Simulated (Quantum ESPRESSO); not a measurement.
## BeTe: phonons with PBEsol

BeTe:

```
Te Be
1.0
     0.00000    2.77000    2.77000
     2.77000    0.00000    2.77000
     2.77000    2.77000    0.00000
Te Be
1 1
Cartesian
  4.1550 4.1550 4.1550
  0.0000 0.0000 0.0000
```

```json
{"Program": "Quantum ESPRESSO 7.5", "Task": "phonons", "Functional": "PBEsol", "Potentials or basis": "GBRV 1.5 PBEsol", "Cutoff": "612 eV", "Density cutoff": "4898 eV", "k mesh": "4 × 4 × 4, shifted", "Occupations": "fermi-dirac, width 0.05 eV", "Spin": "no spin polarisation", "Mixing beta": "0.5", "Most SCF iterations": "120", "SCF threshold": "4e-10 Ry"}
```

```yaml
Relaxed_volume: 22.07 Å³/atom
Relaxed_cell: a = 3.967 Å, b = 3.967 Å, c = 3.967 Å, α = 60.00°, β = 60.00°, γ = 60.00°
Space_group_after_relaxing_to_0.05_Å: F-43m (No. 216)
Pressure_after_relaxing: 0.0 GPa
Electronic_dielectric_tensor_diagonal: 7.73
Born_charges_mean_of_the_diagonal: Te -1.33; Be +1.31 e
Highest_phonon_frequency_at_Γ_LO-TO_splitting_left_out: 472 cm⁻¹
Static_dielectric_tensor_diagonal: 8.76
```

The path:
```
step  energy change (eV)  largest force (eV/Å)  pressure (GPa)  volume (Å³)
   1              0.0000                0.0000            2.47        42.51
   2             -0.0068                0.0000            1.60        43.05
   3             -0.0111                0.0000            0.70        43.64
   4             -0.0122                0.0000            0.03        44.12
   5             -0.0122                0.0000            0.00        44.13
```

Final structure:
```cif
data_structure
_symmetry_space_group_name_H-M 'P 1'
_symmetry_Int_Tables_number 1
_cell_length_a 3.9667
_cell_length_b 3.9667
_cell_length_c 3.9667
_cell_angle_alpha 60.000
_cell_angle_beta 60.000
_cell_angle_gamma 60.000
_cell_volume 44.13
loop_
_atom_site_label
_atom_site_type_symbol
_atom_site_fract_x
_atom_site_fract_y
_atom_site_fract_z
_atom_site_occupancy
Te1 Te 0.75000 0.75000 0.75000 1
Be1 Be 0.00000 0.00000 0.00000 1
```

Levels at points of the mesh, in eV from the valence-band top:
| k point | band 3 | band 4 | band 5 | band 6 | band 7 | band 8 |
| --- | --- | --- | --- | --- | --- | --- |
| (0.12, 0.12, 0.12) | -1.10 | 0.00 | 0.00 | 3.77 | 4.20 | 4.20 |

Phonon frequencies in cm⁻¹ (negative: imaginary):
```csv
q point,frequencies
"(0.000, 0.000, 0.000)",-16 -16 -16 472 472 472
```

Electronic dielectric tensor:
```
7.73 0.00 0.00
0.00 7.73 0.00
0.00 0.00 7.73
```

Born effective charge tensors (e):
atom 1, Te
```
-1.33  0.00  0.00
 0.00 -1.33  0.00
 0.00  0.00 -1.33
```
atom 2, Be
```
1.31 0.00 0.00
0.00 1.31 0.00
0.00 0.00 1.31
```

Optical modes at Γ, degenerate ones joined, polar ones without the macroscopic field:
```csv
cm⁻¹,components,symmetry,active in,"IR intensity, summed ((D/Å)²/amu)"
475,3,T2,IR and Raman,14.29
```

Zone-centre frequencies without and with the macroscopic field along z (cm⁻¹):
```tsv
	optical modes in rising order
without	475 475 475
with the field	475 475 505
```

Static dielectric tensor, electrons and zone-centre modes:
```
8.76 0.00 0.00
0.00 8.76 0.00
0.00 0.00 8.76
```

Run time: 100 s on 1 thread of Arm Neoverse V1 (shared host), peak memory 0.12 GiB.

Caveat: the k mesh is coarse. Spin-orbit coupling is left out, which matters for the levels of Te.
